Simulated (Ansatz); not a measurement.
KI built on the rocksalt prototype, relaxed with r2SCAN in Ansatz: it is cubic, Fm-3m (No. 225); a = 7.089 Å in the conventional setting, 44.52 Å³ an atom. K is surrounded by 6 I at 3.54 Å; I is surrounded by 6 K at 3.54 Å. The cell was then strained (x, y and z are the cube axes), with the atoms relaxed again; stress is positive in compression. Calculated for a static, non-magnetic cell.

- Uniaxial -1.35 % along x, other directions held: r2SCAN's stress changes by +0.46 GPa along the strain and +0.05 GPa across it.
- Isotropic +1.0 % on every length: the pressure changes by -0.35 GPa, and the HSE06 gap (Γ) goes from 4.941 to 4.867 eV.
- Epitaxial strain of +0.42 % in the (001) plane: the free normal strain is -0.18 % and the in-plane stress changes by -0.13 GPa.

Task: Estimate C₁₁, C₁₂ and the bulk modulus from the uniaxial step.

Result: With compression positive, C₁₁ ≈ −Δσ∥/ε = (-0.46)/(-0.0135) = 34 GPa and C₁₂ ≈ (-0.05)/(-0.0135) = 4 GPa; B = (C₁₁ + 2C₁₂)/3 = 14 GPa. A one-sided step carries third-order terms: it reads high by some per cent.

Task: What bulk modulus does the isotropic step give?

Result: Δ ln V = 3 ln(1.0100) = +0.0299, so B ≈ −ΔP/Δ ln V = 12 GPa, against 14 GPa from C₁₁ and C₁₂; one-sided steps of finite size carry third-order terms.

Task: Give the volume deformation potential of that gap and its pressure coefficient.

Result: a_V = ΔE_g/Δ ln V = (-0.074)/(+0.0299) = -2.48 eV; dE_g/dP = −a_V/B = +211 meV/GPa, with HSE06's gap and r2SCAN's modulus.

Task: What do the film's normal strain and stress say about the elastic constants?

Result: ε⊥/ε∥ = (-0.0018)/(+0.0042) = -0.43, which linear elasticity sets to −2C₁₂/C₁₁ = -0.22 from the uniaxial step. The biaxial modulus is M = −Δσ/ε∥ = 31 GPa (C₁₁ + C₁₂ − 2C₁₂²/C₁₁ = 37 GPa).

Task: How much elastic energy does the film store, with 44.52 Å³ an atom?

Result: u = M ε∥² = −Δσ ε∥ = +0.13 × (+0.0042) = 0.0005 GPa, and 1 GPa Å³ is 6.2415 meV: 0.15 meV an atom. The total energies of the two runs differ by 0.13 meV an atom.

Spin-orbit coupling is left out, which matters wherever the heavy atoms make up the band edges.

The meshes of the hybrids are coarse, so their gaps aren't converged to the digits shown.
